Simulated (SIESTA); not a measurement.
Crystal: NaF (Villiaumite).

```
Na F
1.0
     0.00000    2.32000    2.32000
     2.32000    0.00000    2.32000
     2.32000    2.32000    0.00000
Na F
1 1
Cartesian
  0.0000 0.0000 0.0000
  2.3200 2.3200 2.3200
```

Base run:

| Item | Value |
| --- | --- |
| Program | SIESTA 5.4.2 |
| Functional | PBEsol |
| Potentials or basis | PseudoDojo 0.4 standard (PBEsol files) |
| Basis | DZP (energy shift 0.003 Ry; two zetas on semicore shells) |
| Grid cutoff | 800 Ry |
| Energy shift | 0.003 Ry |
| k mesh | 10 × 10 × 10 |
| Occupations | fermi-dirac, width 0.05 eV |
| Spin | no spin polarisation |

Its results: band gap on the k mesh 6.10 eV, direct; pressure -0.7 GPa.

Question: The run is repeated on the same cell with these changes: functional from PBEsol to LDA; potentials or basis from PseudoDojo 0.4 standard (PBEsol files) to PseudoDojo 0.4 standard (LDA files). What comes out?

Answer: Band gap on the k mesh 5.87 eV, direct; pressure -5.0 GPa.

Caveats: the basis of atomic orbitals isn't converged, which shifts pressures, moduli and gaps.
